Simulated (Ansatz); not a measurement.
Space group R3m:H (No. 160). a = 5.726 Å, b = 5.726 Å, c = 7.069 Å, α = 90.00°, β = 90.00°, γ = 120.00°
```tsv
atom	site	symmetry	x	y	z
Ba	3a	3m	0.3333	0.6667	0.6716
Ti	3a	3m	0.3333	0.6667	0.1859
O	9b	.m	0.1702	0.3404	0.3182
```

Equation of state of this BaTiO3 structure (not necessarily the ground state), with shape and atoms relaxed at each volume where symmetry leaves them free. These are results of DFT PBE, scalar-relativistic, plane waves, PAW (Ansatz 0.2.0), not measurements.

Settings: cutoff 420 eV, Γ-centred mesh 6×6×6 on the computed 5-atom cell, Gaussian smearing of 0.02 eV; no spin polarisation.

| V (Å³/atom) | E − E(largest V) (meV/atom) | P (GPa) | gap on mesh (eV) |
| --- | --- | --- | --- |
| 11.776 | 51.57 | 19.85 | 1.99 |
| 12.177 | 11.43 | 12.64 | 2.05 |
| 12.579 | -13.32 | 7.35 | 2.25 |
| 12.980 | -26.36 | 3.24 | 2.44 |
| 13.382 | -30.31 | 0.01 | 2.63 |
| 13.783 | -27.07 | -2.49 | 2.80 |
| 14.185 | -18.30 | -4.46 | 2.93 |
| 14.720 | 0.00 | -6.38 | 3.05 |

Task: Fit a third-order Birch–Murnaghan equation to E(V).

Result: V0 = 13.38 Å³/atom, B0 = 95 GPa, B0' = 7.5.

Spin-orbit coupling is left out, which matters for the bands of heavy elements.

The gaps are read on the mesh, which can miss the band edges, so they can be too wide.